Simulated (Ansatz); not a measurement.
# H8WC20: the cost of one run

All numbers below are computed with Ansatz 0.2.0 (DFT PBE, plane waves, PAW, scalar-relativistic, no spin polarisation).

## Step 1: Starting point

The cell holds 29 atoms (C20H8W): a = 5.049 Å, b = 5.049 Å, c = 15.165 Å, α = 90.00°, β = 90.00°, γ = 90.00°.

The coordinates stand in the first input below.

## Step 2: Relaxing the start

input.yaml

```yaml
accuracy: low
crystal:
  lattice:
    - [5.048742, 0.0, 0.0]
    - [0.0, 5.048742, 0.0]
    - [0.0, 0.0, 15.1647]
  atoms:
    - { symbol: H, position: [0.4277868, 0.0, 0.0659426] }
    - { symbol: H, position: [0.0722132, 0.0, 0.0659426] }
    - { symbol: H, position: [0.9277868, 0.0, 0.0659426] }
    - { symbol: H, position: [0.5722132, 0.0, 0.0659426] }
    - { symbol: H, position: [0.4277868, 0.5, 0.0659426] }
    - { symbol: H, position: [0.0722132, 0.5, 0.0659426] }
    - { symbol: H, position: [0.9277868, 0.5, 0.0659426] }
    - { symbol: H, position: [0.5722132, 0.5, 0.0659426] }
    - { symbol: C, position: [0.25, 0.0, 0.1077964] }
    - { symbol: C, position: [0.75, 0.0, 0.1077964] }
    - { symbol: C, position: [0.25, 0.5, 0.1077964] }
    - { symbol: C, position: [0.75, 0.5, 0.1077964] }
    - { symbol: C, position: [0.25, 0.25, 0.1666502] }
    - { symbol: C, position: [0.75, 0.25, 0.1666502] }
    - { symbol: C, position: [0.25, 0.75, 0.1666502] }
    - { symbol: C, position: [0.75, 0.75, 0.1666502] }
    - { symbol: C, position: [0.0, 0.25, 0.225504] }
    - { symbol: C, position: [0.5, 0.25, 0.225504] }
    - { symbol: C, position: [0.0, 0.75, 0.225504] }
    - { symbol: C, position: [0.5, 0.75, 0.225504] }
    - { symbol: C, position: [0.0, 0.0, 0.2843578] }
    - { symbol: C, position: [0.5, 0.0, 0.2843578] }
    - { symbol: C, position: [0.0, 0.5, 0.2843578] }
    - { symbol: C, position: [0.5, 0.5, 0.2843578] }
    - { symbol: C, position: [0.25, 0.0969069, 0.3405738] }
    - { symbol: C, position: [0.75, 0.0969069, 0.3405738] }
    - { symbol: C, position: [0.25, 0.4030931, 0.3168345] }
    - { symbol: C, position: [0.75, 0.4030931, 0.3168345] }
    - { symbol: W, position: [0.8252005, 0.1838014, 0.4961984] }
basis:
  ecutwfc: 420.0
kpoints:
  mp_grid: { grid: [2, 2, 1] }
hamiltonian:
  xc: pbe
  pseudopotentials: { kind: paw, azcp: { folder: soft_1 } }
scf:
  occupations: { method: fermi_dirac, width: 0.05 }
  lower_state_search: "off"
relax:
  f_tol: 0.08
  max_steps: 25
  adjacent_minimum: "off"
  constraints: [{ sites: [0, 1, 2, 3, 4, 5, 6, 7, 8, 9, 10, 11, 12, 13, 14, 15] }]
```

On the command line:

```
> ansatz run input.yaml --threads 1 --pin off --max-ram 3072MiB --backend cpu --events-out ev --progress --plain --runs-dir out
```

Q: Estimate wall time and peak memory on 1 thread of Intel Xeon Platinum 8488C (Sapphire Rapids), shared host.

About 58 s, with a peak of 0.65 GiB.
